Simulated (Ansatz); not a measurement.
# A series in volume scale on NiO

All results are calculated (Ansatz 0.2.0). Periodic Kohn-Sham DFT of a crystal at fixed atoms, scaled to volume_scale times the given cell; pressure positive in compression, energy less spherical unpolarised free atoms, largest_vzz the field gradient of largest size among the nuclei.

The cell before it is scaled or strained (space group Fm-3m, No. 225):
```
CELL_PARAMETERS angstrom
0.00000 2.09130 2.09130
2.09130 0.00000 2.09130
2.09130 2.09130 0.00000
ATOMIC_POSITIONS crystal
Ni 0.00000 0.00000 0.00000
O 0.50000 0.50000 0.50000
```

Settings of every row: method frozen-core PAW; functional PBE; relativity scalar; k mesh 15x15x15; filling fermi-dirac; smearing width 0.03 eV; wave cutoff 420 eV; paw set soft_2.

Atom:
```
element  start moment (bohr magneton)
     Ni                           1.5
      O                             0
```

Limits: semilocal functional can close the gap of open d or f salts; with one magnetic atom in the cell only parallel moments are possible.

```
row  volume scale  V (Å³/atom)  pressure (GPa)  cell moment (bohr magneton)
  1        0.9405        8.602          16.974                         1.57
  2          0.98        8.963               ?                            ?
  3             1        9.147           4.168                        1.744
  4          1.02        9.329           0.745                        1.798
  5          1.06        9.695          -5.295                        1.881
```

Question: what pressure should row 2 give?

Worked fit of pressure. Take u = (V_r/V)^(2/3) − 1 with V_r = 9.238 Å³ an atom, which is twice the finite (Eulerian) strain; such expansions in the strain, on which the Birch-Murnaghan equation of state is built, carry the rest volume and the bulk modulus. The shown rows have u = 0.0487, 0.00662, -0.00651, -0.03168. Least squares give pressure = 2.4097 + 265.054 × u + 697.01 × u² GPa; a straight line predicts inner rows, each left out in turn, worse (root mean square 0.71 against 0.061 GPa). The rows lie off it by 0.003, -0.027, 0.031, -0.007 (root mean square 0.021 GPa). The pressure vanishes at u = -0.0093, or V = 9.369 Å³ an atom, and there the bulk modulus at fixed shape and fractions is B = −V dP/dV = (2/3)(1 + u) dP/du = 166 GPa. The withheld row has u = 0.02035, so the fit gives 2.4097 + 265.054 × (0.02035) + 697.01 × (0.02035)² = 8.092 GPa.

The calculation gave 8.068 GPa. The fit lies 0.024 GPa (0.11 % of the column's range) above it; its largest miss of a shown row is 0.031 GPa.

The other values of row 2: cell moment 1.694 bohr magneton.
